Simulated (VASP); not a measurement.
Wanted: the native input for a VASP 6.6.1 run.

```yaml
Task: single point
Functional: PBEsol
Potentials_or_basis: VASP PAW PBE potentials, release 64 (B, As)
Cutoff: 520 eV
k_mesh: 6 × 6 × 6
Occupations: gaussian, width 0.01 eV
Spin: no spin polarisation
Dipole_correction: no
Further_INCAR_settings: ALGO = Normal; EDIFF = 1e-07; NBANDS = 11
```

The structure of BAs lies in POSCAR:

```
BAs
1.0
    0.0000000000      2.3230284114      2.3230284114
    2.3230284114      0.0000000000      2.3230284114
    2.3230284114      2.3230284114      0.0000000000
B As
1 1
Direct
    0.0000000000      0.0000000000      0.0000000000
    0.2500000000      0.2500000000      0.2500000000
```

These files were run (other wordings do the same):

INCAR

```
PREC = Accurate
ENCUT = 520
EDIFF = 1E-7
ISMEAR = 0
SIGMA = 0.01
LREAL = False
LASPH = True
NELM = 100
ALGO = Normal
ISIF = 2
LWAVE = False
LCHARG = True
GGA = PS
LELF = True
LVHAR = True
NBANDS = 11
```

KPOINTS

```
regular mesh
0
Gamma
  6 6 6
```

Potentials or basis: VASP PAW PBE potentials, release 64 (B, As).

Run with:

```bash
$ cat potpaw_PBE.64/B/POTCAR potpaw_PBE.64/As/POTCAR > POTCAR
$ mpirun -np 1 vasp_std > vasp.out
```

It gave:

```yaml
Pressure: 14.1 GPa
Band_gap_on_the_k_mesh: 1.11 eV, indirect (least direct gap 3.35 eV)
```

Caveat: the PAW data sets were made with another functional, which shifts forces and pressure a little.

Run time: 3.4 s on 1 thread of Intel(R) Xeon(R) Platinum 8488C (Sapphire Rapids), with other jobs on the host, peak memory 0.13 GiB.
